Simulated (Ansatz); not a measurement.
## 2H-MoOSe monolayer in a perpendicular field

Wanted: the out-of-plane response of the 2H-MoOSe monolayer. A positive field points along +c.

Calculated with Ansatz 0.2.0; plane-wave DFT, PBE-D3(BJ), Ansatz PAW (set soft_1); PAW set soft_1.

### Step 1. The structure

The cell holds 3 atoms: 1 Se, 1 Mo and 1 O. Cell: a = 3.074 Å, b = 3.074 Å, c = 36.966 Å, α = 90.0°, β = 90.0°, γ = 120.0°. Vacuum lies along c.

As a file:

```cif
data_structure
_symmetry_space_group_name_H-M 'P 1'
_symmetry_Int_Tables_number 1
_cell_length_a 3.0739
_cell_length_b 3.0739
_cell_length_c 36.9661
_cell_angle_alpha 90.000
_cell_angle_beta 90.000
_cell_angle_gamma 120.000
_cell_volume 302.48
loop_
_atom_site_label
_atom_site_type_symbol
_atom_site_fract_x
_atom_site_fract_y
_atom_site_fract_z
_atom_site_occupancy
Se1 Se 0.33333 0.66667 0.45988 1
Mo2 Mo 0.00000 0.00000 0.51150 1
O3 O 0.33333 0.66667 0.54012 1
```

### Step 2. Relaxing the slab

The starting cell is a guess, so the in-plane lattice and the atoms are relaxed first, with the slab cut off from its images along the normal.

Input file input.yaml:

```yaml
crystal:
  lattice:
    - [3.073852, 0.0, 0.0]
    - [-1.536926, 2.6620339195, 0.0]
    - [0.0, 0.0, 36.9660770072]
  atoms:
    - { symbol: Se, position: [0.3333333333, 0.6666666667, 0.4598810958] }
    - { symbol: Mo, position: [0.0, 0.0, 0.511504846] }
    - { symbol: O, position: [0.3333333333, 0.6666666667, 0.5401189042] }
  periodic: [true, true, false]
kpoints:
  mp_grid: { grid: [12, 12, 1] }
hamiltonian:
  xc: pbe
  dispersion: d3bj
  pseudopotentials: { kind: paw, azcp: { folder: soft_1 } }
scf:
  occupations: { method: fermi_dirac, width: 0.05 }
  convergence: { dr2_threshold: 1.0e-09 }
relax:
  f_tol: 0.004
  max_steps: 90
  cell: {}
output:
  write_potential: true
  write_density: true
  volumetric_format: npy
```

Run with:

```console
ansatz run input.yaml --threads 2 --pin off --max-ram 3072MiB --backend cpu --events-out ev --progress --plain --runs-dir out
```

Numbers of over 12 decimals in the logs are rounded to 6 here.

Log:

```text
Warning: relax.cell: scf.convergence.dr2_threshold = 1e-9 eV is looser than the 1.7844486774e-10 eV advised for a relaxation that steers and ends on the stress (1e-10 eV for each atom of the cell: 3, times the square of relax.cell.stress_2d_tol = 0.05 N/m over 13.0 Å (the atoms' height at the walk's start and 5 Å past either face), 3.856e-2 GPa, over a crystal's default 0.05). What an SCF threshold leaves in a stress goes as its square root, and in the free energy as the threshold itself, and one threshold admits the most on a small cell: [figures from the program's tests cut] Set scf.convergence.dr2_threshold to 1.7844486774e-10 eV or tighter. [rest of the remark cut]
Engine: ansatz 0.2.0, aarch64-unknown-linux-gnu
Pseudopotentials: kind: paw
Pseudopotential: Se, paw, valence charge 16, recommended cutoff 420 eV (normal), soft_1/Se.paw.azcp
Pseudopotential: Mo, paw, valence charge 14, recommended cutoff 420 eV (normal), soft_1/Mo.paw.azcp
Pseudopotential: O, paw, valence charge 6, recommended cutoff 420 eV (normal), soft_1/O.paw.azcp
Functional definition: PBE
  parameter kappa = 0.804
  parameter beta = 0.066725
  exchange = pbe_x(kappa = kappa, mu = beta*pi^2/3)
  correlation = pbe_c(beta = beta)
Crystal: 3 atoms, lattice volume = 302.482 Å³
Basis set: ecut = 420 eV, 5895 PW (Γ), exchange–correlation on 48×48×500 points (8 copies of the dense FFT grid, shifted against one another)
Bands: 22, of which v1, the nominal top of the filled ones, is band 18 counted from 1 (17 counted from 0)
Symmetry: 6 space group operations
Space group: P3m1 (ITA 156), of the structure as read, at distance tolerance 6.7e-5 Å
k-points: 19 of 144 (time reversal used)
Non-local potential: Se, projectors of the file, l = 0: 2, l = 1: 2, l = 2: 3, l = 3: 1
Non-local potential: Mo, projectors of the file, l = 0: 3, l = 1: 2, l = 2: 2, l = 3: 1
Non-local potential: O, projectors of the file, l = 0: 2, l = 1: 2, l = 2: 1
PAW form: soft (Blöchl's): semilocal exchange-correlation on the pseudo side does not see the compensation charge
PAW one-centre angular grid: Se, 590 points (default); XC on 64 Gauss nodes
PAW one-centre angular grid: Mo, 590 points (default); XC on 64 Gauss nodes
PAW one-centre angular grid: O, 110 points (default); XC on 64 Gauss nodes
Initial density: superposition of atomic densities (neutral atoms: chi_scale 0, normalization atom)
Initial wavefunctions: pseudopotential atomic-orbital guess
Functional: x = pbe(κ = 0.804, μ = 0.219515), c = pbe(β = 0.066725)
SCF iter   1: F=—  HF=-10997.249248 eV  |F-HF|=—  |Δ(HF+E_count)|=         —  Δρ=6.01e-2  dr2=1.36e1  ethr=3.10e-3  ⟨swp⟩=15.8  Hψ=3397  notcnv=0
preconditioner: auto → Resta (q_TF=auto, 1.913 Å⁻¹)  ε∞=2.0  [insulator: Δε(μ)=1.563 eV  Ē_g=8.737 eV  σ=0.050 eV  W_gap=1.00  n_scr=22 (ndim 8)  ℏωp=8.5 eV  f_vac=0.816  D(μ)=0.00/eV (n_scr^D=0)  ε∞_Penn≈2.0  vacuum switching on, ρ_ref=5.5e-3 e/Å³]
SCF iter   2: F=—  HF=-10996.394925 eV  |F-HF|=—  |Δ(HF+E_count)|=   8.54e-1  Δρ=7.26e-2  dr2=2.08e1  ethr=3.10e-3  ⟨swp⟩=5.2  Hψ=1499  notcnv=0
preconditioner: auto → LDOS  [metal: Δε(μ)=0.044 eV  Ē_g=8.144 eV  σ=0.050 eV  W_gap=0.22  n_scr=22 (ndim 8)  ℏωp=9.1 eV  f_vac=0.820  D(μ)=1.10/eV (n_scr^D=8)  β→1.0]
SCF iter   3: F=—  HF=-10994.141060 eV  |F-HF|=—  |Δ(HF+E_count)|=    2.25e0  Δρ=9.39e-3  dr2=5.26e-1  ethr=3.10e-3  ⟨swp⟩=4.7  Hψ=1189  notcnv=0
SCF iter   4: F=—  HF=-10994.092037 eV  |F-HF|=—  |Δ(HF+E_count)|=   4.90e-2  Δρ=5.75e-3  dr2=3.87e-1  ethr=1.46e-3  ⟨swp⟩=3.6  Hψ=890  notcnv=0
SCF iter   5: F=—  HF=-10994.061348 eV  |F-HF|=—  |Δ(HF+E_count)|=   3.07e-2  Δρ=1.85e-3  dr2=2.64e-2  ethr=1.08e-3  ⟨swp⟩=2.3  Hψ=566  notcnv=0
SCF iter   6: F=—  HF=-10994.062186 eV  |F-HF|=—  |Δ(HF+E_count)|=   8.38e-4  Δρ=1.32e-3  dr2=9.10e-3  ethr=7.32e-5  ⟨swp⟩=3.1  Hψ=949  notcnv=0
SCF iter   7: F=—  HF=-10994.060935 eV  |F-HF|=—  |Δ(HF+E_count)|=   1.25e-3  Δρ=1.91e-4  dr2=1.57e-4  ethr=2.53e-5  ⟨swp⟩=2.7  Hψ=634  notcnv=0
SCF iter   8: F=—  HF=-10994.060993 eV  |F-HF|=—  |Δ(HF+E_count)|=   5.81e-5  Δρ=6.36e-5  dr2=6.32e-6  ethr=4.36e-7  ⟨swp⟩=3.4  Hψ=898  notcnv=0
SCF iter   9: F=—  HF=-10994.060984 eV  |F-HF|=—  |Δ(HF+E_count)|=   9.04e-6  Δρ=3.52e-5  dr2=5.73e-6  ethr=1.75e-8  ⟨swp⟩=3.7  Hψ=979  notcnv=0
SCF iter  10: F=—  HF=-10994.060984 eV  |F-HF|=—  |Δ(HF+E_count)|=   3.52e-8  Δρ=6.02e-6  dr2=1.19e-7  ethr=1.59e-8  ⟨swp⟩=3.8  Hψ=908  notcnv=0
SCF iter  11: F=—  HF=-10994.060955 eV  |F-HF|=—  |Δ(HF+E_count)|=   2.98e-5  Δρ=1.30e-6  dr2=5.04e-9  ethr=3.31e-10  ⟨swp⟩=3.3  Hψ=939  notcnv=0
SCF iter  12: F=-10994.060955 eV  HF=-10994.060955 eV  |F-HF|=6.29e-9  |Δ(HF+E_count)|=   1.78e-8  Δρ=3.93e-7  dr2=3.24e-10  ethr=2.78e-12  ⟨swp⟩=14.2  Hψ=3626  notcnv=0
SCF 1 converged in 12 iterations: F = -10994.060955 eV  dr2 = 3.24e-10
  greatest PAW one-centre occupation: 1.000 electrons in one spin orbital (limit 2), on the Se atom at site 0 (counted from 0), in its partial waves of l = 2
relax step   1: F+E_penalty+E_count = -10994.06095456 eV  Δ(F+E_penalty+E_count) = +0.000e0 eV  max|allowed force component| = 2.337e0 eV/Å  Δτ_max = 0.0000 Å  P = -2.861 N/m  Ω = 302.482 Å³  fix = [c, alpha, beta]  reactions: c +0.000 N/m  (12 SCF iters, accepted)
Crystal: 3 atoms, lattice volume = 295.904 Å³
Basis set: ecut = 420 eV, 5751 PW (Γ), exchange–correlation on 48×48×500 points (8 copies of the dense FFT grid, shifted against one another)
Initial density: handed on by an earlier stage of this run
Initial wavefunctions: those handed on with the density
iter 1 solved again at ethr=2.35e-4 eV; its pass at ethr=3.10e-3 eV (dr2=8.46e-2 eV) is discarded
SCF iter   1: F=—  HF=-10994.048207 eV  |F-HF|=—  |Δ(HF+E_count)|=         —  Δρ=5.79e-3  dr2=8.30e-2  ethr=2.35e-4  ⟨swp⟩=2.7  Hψ=3839  notcnv=0
preconditioner: auto → Resta (q_TF=auto, 1.921 Å⁻¹)  ε∞=2.0  [insulator: Δε(μ)=0.863 eV  Ē_g=9.377 eV  σ=0.050 eV  W_gap=1.00  n_scr=22 (ndim 8)  ℏωp=9.2 eV  f_vac=0.832  D(μ)=0.00/eV (n_scr^D=0)  ε∞_Penn≈2.0  vacuum switching on, ρ_ref=6.4e-3 e/Å³]
SCF iter   2: F=—  HF=-10994.051851 eV  |F-HF|=—  |Δ(HF+E_count)|=   3.64e-3  Δρ=3.78e-3  dr2=1.27e-1  ethr=2.31e-4  ⟨swp⟩=4.2  Hψ=814  notcnv=0
SCF iter   3: F=—  HF=-10994.046677 eV  |F-HF|=—  |Δ(HF+E_count)|=   5.17e-3  Δρ=2.70e-3  dr2=6.68e-2  ethr=2.31e-4  ⟨swp⟩=3.9  Hψ=836  notcnv=0
SCF iter   4: F=—  HF=-10994.042453 eV  |F-HF|=—  |Δ(HF+E_count)|=   4.22e-3  Δρ=1.31e-3  dr2=1.10e-2  ethr=1.86e-4  ⟨swp⟩=2.4  Hψ=612  notcnv=0
SCF iter   5: F=—  HF=-10994.041673 eV  |F-HF|=—  |Δ(HF+E_count)|=   7.80e-4  Δρ=4.00e-4  dr2=4.46e-4  ethr=3.04e-5  ⟨swp⟩=2.5  Hψ=648  notcnv=0
[...]
SCF iter   6: F=—  HF=-10994.216046 eV  |F-HF|=—  |Δ(HF+E_count)|=   2.80e-5  Δρ=7.93e-5  dr2=9.79e-6  ethr=6.53e-7  ⟨swp⟩=3.2  Hψ=901  notcnv=0
SCF iter   7: F=—  HF=-10994.216007 eV  |F-HF|=—  |Δ(HF+E_count)|=   3.90e-5  Δρ=3.06e-5  dr2=2.01e-6  ethr=2.72e-8  ⟨swp⟩=3.8  Hψ=982  notcnv=0
SCF iter   8: F=—  HF=-10994.215975 eV  |F-HF|=—  |Δ(HF+E_count)|=   3.22e-5  Δρ=9.16e-6  dr2=1.78e-7  ethr=5.58e-9  ⟨swp⟩=2.8  Hψ=823  notcnv=0
SCF iter   9: F=—  HF=-10994.215975 eV  |F-HF|=—  |Δ(HF+E_count)|=   3.14e-8  Δρ=1.85e-6  dr2=1.56e-8  ethr=4.94e-10  ⟨swp⟩=3.3  Hψ=950  notcnv=0
SCF iter  10: F=—  HF=-10994.215975 eV  |F-HF|=—  |Δ(HF+E_count)|=   2.06e-8  Δρ=7.17e-7  dr2=1.89e-9  ethr=4.32e-11  ⟨swp⟩=4.7  Hψ=1056  notcnv=0
SCF iter  11: F=—  HF=-10994.215975 eV  |F-HF|=—  |Δ(HF+E_count)|=   9.37e-9  Δρ=2.91e-7  dr2=1.28e-9  ethr=2.78e-12  ⟨swp⟩=12.8  Hψ=3279  notcnv=0
SCF iter  12: F=—  HF=-10994.215975 eV  |F-HF|=—  |Δ(HF+E_count)|=  4.98e-10  Δρ=3.20e-7  dr2=1.05e-9  ethr=2.78e-12  ⟨swp⟩=11.2  Hψ=2763  notcnv=0
SCF iter  13: F=-10994.215975 eV  HF=-10994.215975 eV  |F-HF|=1.82e-11  |Δ(HF+E_count)|=  9.82e-11  Δρ=1.10e-7  dr2=1.85e-10  ethr=2.78e-12  ⟨swp⟩=9.9  Hψ=2437  notcnv=0
SCF 3 converged in 13 iterations: F = -10994.215975 eV  dr2 = 1.85e-10
relax step   3: F+E_penalty+E_count = -10994.21597477 eV  Δ(F+E_penalty+E_count) = -1.550e-1 eV  max|allowed force component| = 5.490e-1 eV/Å  Δτ_max = 0.0572 Å  P = -0.126 N/m  Ω = 295.060 Å³  energy of the carried Pulay correction = +1.207e-3 eV  fix = [c, alpha, beta]  reactions: c -0.000 N/m  (13 SCF iters, accepted)
[...]
relax step   4: F+E_penalty+E_count = -10994.22709178 eV  Δ(F+E_penalty+E_count) = -1.112e-2 eV  max|allowed force component| = 8.615e-2 eV/Å  Δτ_max = 0.0300 Å  P = +0.208 N/m  Ω = 296.732 Å³  energy of the carried Pulay correction = +9.321e-4 eV  fix = [c, alpha, beta]  reactions: c +0.000 N/m  (10 SCF iters, accepted)
[...]
relax step   5: F+E_penalty+E_count = -10994.22723543 eV  Δ(F+E_penalty+E_count) = -1.437e-4 eV  max|allowed force component| = 1.912e-2 eV/Å  Δτ_max = 0.0017 Å  P = -0.023 N/m  Ω = 297.161 Å³  energy of the carried Pulay correction = +8.619e-4 eV  fix = [c, alpha, beta]  reactions: c -0.000 N/m  (7 SCF iters, accepted)
[...]
relax step   6: F+E_penalty+E_count = -10994.22727772 eV  Δ(F+E_penalty+E_count) = -4.229e-5 eV  max|allowed force component| = 2.845e-3 eV/Å  Δτ_max = 0.0011 Å  P = +0.008 N/m  Ω = 297.000 Å³  energy of the carried Pulay correction = +8.883e-4 eV  fix = [c, alpha, beta]  reactions: c +0.000 N/m  (7 SCF iters, accepted)
Initial wavefunctions: pseudopotential atomic-orbital guess (no wavefunctions were taken with the density)
iter 1 solved again at ethr=7.71e-8 eV; its pass at ethr=3.10e-3 eV (dr2=2.77e-5 eV) is discarded
SCF iter   1: F=—  HF=-10994.226519 eV  |F-HF|=—  |Δ(HF+E_count)|=         —  Δρ=3.15e-5  dr2=4.46e-7  ethr=7.71e-8  ⟨swp⟩=6.8  Hψ=5565  notcnv=0
preconditioner: auto → Resta (q_TF=auto, 1.919 Å⁻¹)  ε∞=2.0  [insulator: Δε(μ)=0.891 eV  Ē_g=9.072 eV  σ=0.050 eV  W_gap=1.00  n_scr=22 (ndim 8)  ℏωp=9.1 eV  f_vac=0.827  D(μ)=0.00/eV (n_scr^D=0)  ε∞_Penn≈2.0  vacuum switching on, ρ_ref=6.0e-3 e/Å³]
SCF iter   2: F=—  HF=-10994.226460 eV  |F-HF|=—  |Δ(HF+E_count)|=   5.92e-5  Δρ=1.57e-5  dr2=3.59e-7  ethr=1.24e-9  ⟨swp⟩=4.1  Hψ=1013  notcnv=0
SCF iter   3: F=—  HF=-10994.226460 eV  |F-HF|=—  |Δ(HF+E_count)|=   1.79e-7  Δρ=1.30e-5  dr2=8.55e-7  ethr=9.97e-10  ⟨swp⟩=2.8  Hψ=662  notcnv=0  recentre
SCF iter   4: F=—  HF=-10994.226460 eV  |F-HF|=—  |Δ(HF+E_count)|=   3.79e-8  Δρ=3.50e-6  dr2=1.49e-7  ethr=9.97e-10  ⟨swp⟩=2.9  Hψ=663  notcnv=0
SCF iter   5: F=—  HF=-10994.226460 eV  |F-HF|=—  |Δ(HF+E_count)|=   9.62e-9  Δρ=1.26e-6  dr2=2.64e-9  ethr=4.13e-10  ⟨swp⟩=2.5  Hψ=545  notcnv=0
SCF iter   6: F=-10994.226460 eV  HF=-10994.226460 eV  |F-HF|=2.95e-10  |Δ(HF+E_count)|=   1.59e-9  Δρ=5.72e-7  dr2=7.00e-10  ethr=2.78e-12  ⟨swp⟩=17.1  Hψ=3932  notcnv=0
SCF 7 converged in 6 iterations: F = -10994.226460 eV  dr2 = 7.00e-10
relax step   7: F+E_penalty+E_count = -10994.22646007 eV  Δ(F+E_penalty+E_count) = +8.177e-4 eV  max|allowed force component| = 3.088e-3 eV/Å  Δτ_max = 0.0000 Å  P = -0.010 N/m  Ω = 297.000 Å³  fix = [c, alpha, beta]  reactions: c -0.000 N/m  stress off target by 9.97e-3 N/m on what of the cell is left free  SCF on the basis re-selected at this cell (its energy is not comparable with the rows above)  (6 SCF iters)
basis re-selected at this cell: Δ(F+E_penalty+E_count) = +8.177e-4 eV, ΔP = -0.018 N/m vs the last step (what re-selecting the basis moved, of the pressure what is left beyond the Pulay correction that the steps carried, after the strain that the cell walked since its last selection, with what the two solves' SCF thresholds leave and, on support functions, any second-order correction that the steps lacked; it is no m [...]
WARN: The input density's exchange-correlation potential varies sharply where the density is thin. Do not read a vacuum level from v_tot or v_xc, or from such a field of the output density. On a cell that repeats whose density bears no net charge and no dipole along the vacuum's axis use v_es (v_loc + v_h of the components); under efield.dipole_correction with no amplitude use v_es + v_field, which holds any external [...]
SCF converged after 6 iterations
Free energy (F): -10994.226460 eV
Harris-Foulkes:  -10994.226460 eV  (|F-HF|=2.95e-10)
Internal energy: -10994.226456 eV  (E = F + TS)
E sigma→0 (E₀):  -10994.226458 eV
Entropy (-TS):   -0.000005 eV (-0.002 meV/atom)
Fermi energy:    -4.874830 eV
--- Per-component energies (eV) ---
  E_band       = -1135.190005
  E_kinetic    = 700.641131
  E_local      = -118138.022940  (includes V_loc(G=0)·N_el)
  E_nonlocal   = -154.893032
  E_hartree    = 58623.808998
  E_xc         = -333.233379
  E_vxc        = -401.859152  (∫ρ·V_xc dr)
  E_paw        = -5502.999473  (= ΣΔE_a)
  E_vpaw       = -388.674480  (= ΣTr[D̂ρ^β])
  E_aug_tail   = 0.000435  (compensation charges beyond the density's cutoff)
  E_ewald      = 53811.237086
  E_disp       = -0.765281  (pairwise vdW)
  E_smearing   = -0.000005  (= −TS)
  E_closure    = -0.000000  (closes the sum)
  Σ components = -10994.226460   (vs F -10994.226460, Δ=0.00e0)
--- Forces (eV/Å), atoms counted from 1 ---
  atom   1  Se     0.00000000    -0.00000000    -0.00143375
  atom   2  Mo     0.00000000    -0.00000000     0.00308581
  atom   3  O      0.00000000    -0.00000000    -0.00165928
  max |Σ_I F_I| component: 7.23e-6 eV/Å
--- 2D stress c σ (N/m, compression-positive) ---
       -0.009974       0.000000       0.000000
        0.000000      -0.009974       0.000000
        0.000000       0.000000      -0.000000
  P = ½ c Tr σ = -0.0100 N/m
--- Band table (eV; the first three rows and the last of 19) ---
  k-point 0: bands = [... 14 lower, -9.0589, -6.9624, -6.9624, -5.3063, -3.2336, -3.2336, -2.3133, -2.3133]
  k-point 1: bands = [... 14 lower, -8.9725, -7.2209, -7.0565, -5.4163, -3.2933, -3.1743, -2.7918, -2.3378]
  k-point 2: bands = [... 14 lower, -8.9011, -7.8797, -7.2312, -5.8092, -3.7191, -3.2015, -2.9981, -2.2239]
  k-point 18: bands = [... 14 lower, -10.0877, -9.2956, -8.3339, -6.4295, -4.4147, -3.0283, -2.2288, -1.7229]
  the weakly bound empty levels are not read free of the cell's end (no_gap_told)
--- Relaxed structure (6 steps of the walk, 5 accepted, 1 SCFs on fresh bases) ---
  F+E_penalty+E_count = -10994.22646007 eV   max|allowed force component| = 3.088e-3 eV/Å   (the final SCF, on the basis selected at the relaxed cell)
  cell:  # Å, volume = 297.0000 Å³
    - [3.045869, 0.0, 0]
    - [-1.522934, 2.637800, 0]
    - [0, 0, 36.9660770072]
  atoms:
    - { symbol: Se, position: [0.333333, 0.666667, 0.461801] }
    - { symbol: Mo, position: [0, -3.700743415524894e-17, 0.509748] }
    - { symbol: O, position: [0.333333, 0.666667, 0.539956] }
```

It took 47 s on 2 threads of Arm Neoverse V2, shared host; peak memory 0.55 GiB.

The steps of the relaxation:

```tsv
step	energy less that of the first step (eV)	largest force component (eV/Å)	volume (Å³)
1	0.0000	2.3370	302.48
2	0.0192	2.8522	295.90
3	-0.1550	0.5490	295.06
4	-0.1661	0.0861	296.73
5	-0.1663	0.0191	297.16
6	-0.1663	0.0028	297.00
7*	-0.1655	0.0031	297.00
```

Relaxation steps marked * repeat the geometry before them on a plane-wave basis chosen anew for their cell, so energy and pressure can jump there. Relaxation step 2 was tried and not accepted.

The run keeps the 6 symmetry operations that it works with, so distortions that break them were not tested.

```tsv
cell as run	before	after	change
a (Å)	3.074	3.046	-0.9 %
b (Å)	3.074	3.046	-0.9 %
```

The atoms that moved most (Å, along periodic axes as changes of fractional coordinates times the final cell, across vacuum about the mean position):

```tsv
atom	dx	dy	dz	length
Se1	0.000	0.000	0.071	0.071
Mo2	0.000	0.000	-0.065	0.065
O3	0.000	0.000	-0.006	0.006
```

The relaxed structure:

```cif
data_structure
_symmetry_space_group_name_H-M 'P 1'
_symmetry_Int_Tables_number 1
_cell_length_a 3.0459
_cell_length_b 3.0459
_cell_length_c 36.9661
_cell_angle_alpha 90.000
_cell_angle_beta 90.000
_cell_angle_gamma 120.000
_cell_volume 297.00
loop_
_atom_site_label
_atom_site_type_symbol
_atom_site_fract_x
_atom_site_fract_y
_atom_site_fract_z
_atom_site_occupancy
Se1 Se 0.33333 0.66667 0.46180 1
Mo2 Mo 0.00000 0.00000 0.50975 1
O3 O 0.33333 0.66667 0.53996 1
```

The lattice constant a goes from 3.074 to 3.046 Å.

(Part 1 of 2 ends here.)

[Logs are printed without paths, hosts, clocks, repeated set-up lines and the standing remarks that a program may print on its own settings, such as how far it seeks lower states.]

[Hosts, paths, dates, database ids (printed as entryN), source tags and the programs' standing remarks are cut or masked in the printed files.]

[Maps of the electrostatic potential energy from Ansatz leave out the sawtooth potential of an applied field or a dipole correction, so their vacuum need not be flat; planar profiles and work functions include it.]
